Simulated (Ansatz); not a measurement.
# BP: band gap under strain

Aim: follow the gap of zincblende BP through these states: -2.0 % equal strain in all directions; -1.0 % equal strain in all directions; +1.0 % equal strain in all directions. The table at the end shows which levels were run.

The runs shown are made with Ansatz 0.2.0. PAW datasets, plane waves. Computed at 0 K without zero-point motion; spin polarisation is off.

### 1 The cell

The unstrained cell was relaxed with r2SCAN; in each strained cell the atoms were relaxed again with r2SCAN. Names of k-points are those of the unstrained zone, where strain can split equivalent points. First state: -2.0 % equal strain in all directions.

It is cubic, F-43m (No. 216); conventional cell a = 4.446 Å, 10.98 Å³ an atom. Near B stand 4 P at 1.93 Å; near P stand 4 B at 1.93 Å.

As a file:

Space group F-43m (No. 216). a = 4.446 Å, b = 4.446 Å, c = 4.446 Å, α = 90.00°, β = 90.00°, γ = 90.00°
```tsv
atom	site	symmetry	x	y	z
B	4a	-43m	0.0000	0.0000	0.0000
P	4d	-43m	0.2500	0.2500	0.7500
```

From earlier runs on the unstrained cell: PBE 1.24 eV, r2SCAN 1.45 eV, HSE06 1.96 eV, G0W0 1.99 eV (on its mesh); a = 4.537 Å.

### 2 -2.0 % equal strain in all directions: PBE

input.yaml reads:

```yaml
crystal:
  lattice:
    - [0.0, 2.2229493555, 2.2229493555]
    - [2.2229493555, 0.0, 2.2229493555]
    - [2.2229493555, 2.2229493555, 0.0]
  atoms:
    - { symbol: B, position: [0.0, 0.0, 0.0] }
    - { symbol: P, position: [0.25, 0.25, 0.25] }
kpoints:
  mp_grid: { grid: [10, 10, 10] }
  band_path:
    path:
      - [0.0, 0.0, 0.0]
      - [-0.5, -0.5, 0.0]
      - [-0.375, -0.375, 0.25]
      - [-0.375, 0.0, 0.375]
      - [0.0, 0.0, 0.5]
      - [-0.5, -0.25, 0.25]
      - [0.0, 0.421875, 0.421875]
    npoints: 1
hamiltonian:
  xc: pbe
scf:
  occupations: { method: fermi_dirac, width: 0.02 }
  n_extra_bands: 4
output:
  forces: true
  stress: true
  eigenvalues: true
```

Launch:

```bash
$ ansatz run input.yaml --threads 2 --pin off --max-ram 18432MiB --backend cpu --events-out ev --progress --plain --runs-dir out
```

The runs that follow: -2.0 % equal strain in all directions: r2SCAN; -2.0 % equal strain in all directions: HSE06; -2.0 % equal strain in all directions: r2SCAN; -2.0 % equal strain in all directions: G0W0@PBE; -1.0 % equal strain in all directions: PBE; -1.0 % equal strain in all directions: r2SCAN; -1.0 % equal strain in all directions: HSE06; -1.0 % equal strain in all directions: r2SCAN; -1.0 % equal strain in all directions: G0W0@PBE; +1.0 % equal strain in all directions: PBE; +1.0 % equal strain in all directions: r2SCAN; +1.0 % equal strain in all directions: HSE06; +1.0 % equal strain in all directions: r2SCAN; +1.0 % equal strain in all directions: G0W0@PBE.

Q: Predict the outcome of this session.

**Answer**, as computed:

Least gap in eV (negative: overlap), with the change from the unstrained cell in brackets. G0W0 is on its own coarse mesh.

```
                                state  volume change (%)           PBE        r2SCAN         HSE06          G0W0
-2.0 % equal strain in all directions               -5.9  1.15 (-0.09)  1.37 (-0.08)  1.88 (-0.08)  1.85 (-0.14)
-1.0 % equal strain in all directions               -3.0  1.19 (-0.05)  1.41 (-0.04)  1.92 (-0.04)  1.92 (-0.07)
+1.0 % equal strain in all directions               +3.0  1.28 (+0.04)  1.48 (+0.03)  2.00 (+0.04)  2.05 (+0.06)
```

In words: The largest move of the HSE06 gap in the table is -0.089 eV, under -2.0 % equal strain in all directions. PBE and HSE06 differ by 0.73 eV on the unstrained gap, and by at most 0.00 eV on its change: PBE follows the response to strain far better than the gap itself. No extrapolation in bands, cutoff or mesh was made for G0W0.
